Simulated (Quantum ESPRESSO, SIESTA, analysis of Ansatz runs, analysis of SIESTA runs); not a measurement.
# H_N in GaN (F-43m): levels and formation energies (SIESTA), part 3 of 3

Question: at which Fermi levels does H_N in GaN (F-43m) change its charge? Model: a cell of 54 host atoms with 1 N taken out and 1 H put in.

SIESTA 5.4.2; SIESTA numerical-orbital DFT, PBEsol, DZP basis, PseudoDojo 0.4.1 potentials converted to PSML; charged supercells in a uniform background, point-charge correction with alignment at far sites.

So far. Step 2 (Band edges): The gap at this level is 1.65 eV.

## Step 3: Relaxing each charge state (continued)

Level of this step: SIESTA numerical-orbital DFT, PBEsol, DZP basis, PseudoDojo 0.4.1 potentials converted to PSML; relaxation of all atoms of a defect supercell at fixed charge in a uniform background (SIESTA).

Electrostatic potential energy in the ac plane at fractional y = 0.417, through the centre, with atoms of N and H within 0.45 Å of it. With pseudopotentials it is smooth inside the atoms' cores, unlike the true potential.

Ten even steps from '_' (-69 eV) to '@' (-2 eV), each cell a mean:
```
**%%@@@@@@@@%%**++**%%@@@@@@@@%%**++**%%@@@@@@@@%%**++
**##@@@@@@@@@@%%****##@@@@@@@@@@%%****##@@@@@@@@@@%%**
%%%%@@@@@@@@@@@@%%%%%%@@@@@@@@@@@@%%%%%%@@@@@@@@@@@@%%
%%%%@@@@@@@@@@@@@@%%%%@@@@@@@@@@@@@@%%%%@@@@@@@@@@@@@@
##==++%%@@@@@@@@@@##==++%%@@@@@@@@@@##====%%@@@@@@@@@@
##..__--%%@@@@@@@@##..__--%%@@@@@@@@##..__--%%@@@@@@@@
%%++..::##%%%%##%%%%++....##%%%%%%%%%%++....##%%%%%%%%
##%%####%%%%##****##%%####%%%%%%****##%%####%%%%##****
**%%@@@@@@@@%%**++**%%@@@@@@@@%%**++**%%@@@@@@@@%%**++
**%%@@@@@@@@@@%%####%%@@@@@@@@@@%%****##@@@@@@@@@@%%**
%%%%@@@@@@@@@@@@@@%%%%@@@@@@@@@@@@%%%%%%@@@@@@@@@@@@%%
%%%%@@@@@@@@@@@@@@@@@@@@@@@@@@@@@@@@%%%%@@@@@@@@@@@@@@
##--==%%@@@@@@@@@@@@%%%%@@@@@@@@@@@@##====%%@@@@@@@@@@
##..__--%%@@@@@@@@@@##==##@@@@@@@@@@##..__--%%@@@@@@@@
%%++..::##%%%%%%%%@@@@####@@@@%%%%%%%%**..::##%%%%%%%%
##%%####%%%%##**##%%@@@@@@@@@@%%##**##%%####%%%%##****
**%%@@@@@@@@%%**++**%%@@@@@@@@%%##++**##@@@@@@@@%%**++
**##@@@@@@@@@@##****%%@@@@@@@@@@%%##**##%%@@@@@@@@%%**
%%%%@@@@@@@@@@@@%%%%%%@@@@@@@@@@@@%%%%%%@@@@@@@@@@@@%%
%%%%@@@@@@@@@@@@@@%%%%@@@@@@@@@@@@@@%%%%@@@@@@@@@@@@@@
##====%%@@@@@@@@@@##====%%@@@@@@@@@@##====%%@@@@@@@@@@
##..__--%%@@@@@@@@##..__--%%@@@@@@@@##..__--%%@@@@@@@@
%%++....**%%%%%%%%%%**....**%%%%%%%%%%++....##%%%%%%%%
##%%####%%%%##****##%%%%##%%%%%%****##%%%%##%%%%##****
```
Columns run along a (9.6 Å; values clipped at the 3rd and 97th percentile), rows up along c (9.6 Å). Atoms in or near the plane, at fractional coordinates: N at (0.08, 0.08), N at (0.08, 0.42), N at (0.08, 0.75), N at (0.42, 0.08), H at (0.42, 0.42), N at (0.42, 0.75), N at (0.75, 0.08), N at (0.75, 0.42), N at (0.75, 0.75).

The states that were run, at 2×2×2 shifted by half a step, on 1 MPI rank of Arm Neoverse V1, shared host:

```csv
charge,moment (μB),outcome,structures computed,largest displacement of a host atom from its site (Å),lowest empty less highest filled level (eV),time
+2,0,converged,7,0.19,2.36,53 min
+1,1,converged,8,0.13,0.09,1.7 h
0,0,converged,21,0.08,0.46,2.2 h
+3,1,converged,7,0.18,-0.16,1.6 h
−1,1,converged,21,0.07,-0.17,3.9 h
```

At charge +3 and −1 filled and empty levels, counted over both spins and all k-points, touch or overlap: the last carrier shares a level or a band, or the held moment keeps an electron of one spin above an empty level of the other.

Against the host's sites the lattice moves most at charge +2 (0.19 Å); the smallest move among the states is 0.07 Å.

## Step 4: Corrections and levels

A charged cell interacts with its images and the background. The point-charge term, screened by the static dielectric constant, takes that out, and the potential far from the defect is aligned with the host's. Chemical potentials: Ga (alpha-Ga (Cmce)), H (H2 molecule) and N (N2 molecule), run alike.

By state, in eV; the first energy still holds the atoms taken out or put in:

```
charge  moment (μB)  energy over the host, electrons at the valence top  point-charge term  potential shift at far sites  its spread  correction
    −1            1                                             272.531              0.226                         0.050       0.031       0.175
     0            0                                             270.035              0.000                             -           -       0.000
    +1            1                                             267.886              0.226                        -0.033       0.051       0.193
    +2            0                                             265.749              0.903                        -0.083       0.079       0.738
    +3            1                                             265.966              2.033                        -0.172       0.049       1.516
```

Potentials at atomic sites for charge −1, some of the atoms; distances and the model charge refer to the site on which the defect was built:

```
atom  distance from that site (Å)  potential less the host's (eV)  point-charge model (eV)
Ga45                        1.916                           0.410                    0.264
 N40                        3.191                           0.094                    0.015
 N30                        3.208                           0.089                    0.013
 N10                        3.245                           0.014                    0.009
Ga31                        3.752                           0.006                   -0.033
Ga11                        3.759                           0.006                   -0.034
 N14                        4.530                          -0.026                   -0.076
 Ga9                        4.930                          -0.032                   -0.063
 N48                        5.530                           0.032                   -0.076
  N4                        5.542                          -0.051                   -0.076
Ga37                        5.878                          -0.063                   -0.093
```

Over the charge states the far sites scatter by a standard deviation of up to 0.08 eV about the model once its mean shift is taken off, which is the uncertainty of the alignment.

Limit set by the element alone; other compounds of these elements are not counted. Chemical potentials from the elements' reference states: Ga 0.00 eV, N -1.56 eV, H 0.00 eV. Formation energies (Ga-rich), with the Fermi level at the valence top and at the conduction bottom (gap 1.65 eV):

| charge | at valence top (eV) | at conduction bottom (eV) | correction included (eV) |
| --- | --- | --- | --- |
| +3 | 0.82 | 5.78 | 1.52 |
| +2 | -0.17 | 3.13 | 0.74 |
| +1 | 1.42 | 3.07 | 0.19 |
| 0 | 3.38 | 3.38 | 0.00 |
| −1 | 6.05 | 4.40 | 0.18 |

(Fermi level (eV), lowest formation energy (eV)): (0.00, -0.17), (0.15, 0.13), (0.30, 0.43), (0.45, 0.73), (0.60, 1.03), (0.75, 1.33), (0.90, 1.63), (1.05, 1.93), (1.20, 2.23), (1.35, 2.53), (1.50, 2.83), (1.65, 3.07)

Limit set by the element alone; other compounds of these elements are not counted. Chemical potentials from the elements' reference states: N 0.00 eV, Ga -1.56 eV, H 0.00 eV. Formation energies (N-rich), with the Fermi level at the valence top and at the conduction bottom (gap 1.65 eV):

```csv
charge,at valence top (eV),at conduction bottom (eV),correction included (eV)
+3,2.39,7.34,1.52
+2,1.39,4.69,0.74
+1,2.98,4.63,0.19
0,4.94,4.94,0.00
−1,7.61,5.96,0.18
```

(Fermi level (eV), lowest formation energy (eV)): (0.00, 1.39), (0.15, 1.69), (0.30, 1.99), (0.45, 2.29), (0.60, 2.59), (0.75, 2.89), (0.90, 3.19), (1.05, 3.49), (1.20, 3.79), (1.35, 4.09), (1.50, 4.39), (1.65, 4.63)

So at this level: (+3/+2) at -0.99 eV (-0.22 without the correction), (+2/+1) at 1.59 eV (2.14 without the correction), (+1/0) at 1.96 eV (2.15 without the correction) and (0/−1) at 2.67 eV (2.50 without the correction), in a gap of 1.65 eV. (+3/+2), (+1/0) and (0/−1) lie outside the gap, so the charge beyond is not the lowest at any Fermi level in the gap, within the error of the correction. Before or after the correction (+2/+1) lies near a band edge or past it: the carrier may then sit in a band, where the correction doesn't apply, so this need not be the level of a bound state. At charge +3, 29 % of the majority spin lies within 4 Å of the centre, against 46 % for an even spread, which points to a carrier spread as in a band; the levels next to it are then no levels of a bound state.

The charge transition levels (eV, zero at the valence-band top of the host):

```
     conduction bottom  valence top
H_N               1.65         0.00
```

|  | level | energy (eV) |
| --- | --- | --- |
| H_N | (+2/+1) | 1.59 |
| H_N | (+1/0) | 1.96 |

## Step 5: What came out

```yaml
gap_of_the_host_siesta_pbesol: 1.65 eV
level_plus_2_plus_1_siesta_pbesol_dzp_2x2x2: 1.59 eV above the valence top, near a band edge before or after the correction
```

In words: At the level trusted most (SIESTA, PBEsol, DZP, 2×2×2) the charge changes at 1.59 eV (+2/+1) above the valence top, in a gap of 1.65 eV. Without the point-charge correction (+2/+1) would lie near a band edge or past it, so the depth rests on a correction that holds for a bound carrier alone. At charge +1, 79 % of the majority spin on the atoms lies within 4 Å of the centre, against 59 % for an even spread over the atoms of the kind that holds most of it, between a bound and a band state. (+2/+1) lies within 0.15 eV of a band edge, so whether the charge beyond is stable at all is within the error of the correction. Of the charges placed (−1, 0, +1, +2 and +3), the lowest changes at 1.59 eV (+2/+1) above the valence top, in a gap of 1.65 eV. (+3/+2), (+2/+1), (+1/0) and (0/−1) reach a band edge before or after the correction; the carrier may then sit in a band, where the point-charge correction doesn't apply and the value depends on how these k-points fill the band, which is not corrected here. The formation energy turns negative for some Fermi levels (Ga-rich), which would push the Fermi level away from there. Only the charges −1, 0, +1, +2 and +3 were placed; others may be stable too. Keep in mind: PBEsol makes the gap too small and tends to spread out bound carriers; where a gas molecule sets a chemical potential or the host's formation energy, its binding is uncorrected.

[Logs are printed without paths, hosts, clocks, repeated set-up lines and the standing remarks that a program may print on its own settings, such as how far it seeks lower states.]

[Hosts, paths, dates, database ids (printed as entryN), source tags and the programs' standing remarks are cut or masked in the printed files.]

[For some hosts the program warned that the k-mesh of the response run may be too coarse for force constants and the static dielectric constant; such warnings are not shown here.]

[Charge tables in the logs are Mulliken or Hirshfeld populations, whose sizes and signs can differ; where basis functions stand at a vacancy, SIESTA counts their charge against the missing atom's valence.]

[In relaxation paths of CP2K, step 0 can be the structure after the first move, since the trajectory file begins there, and the last row can be the final structure solved once more.]
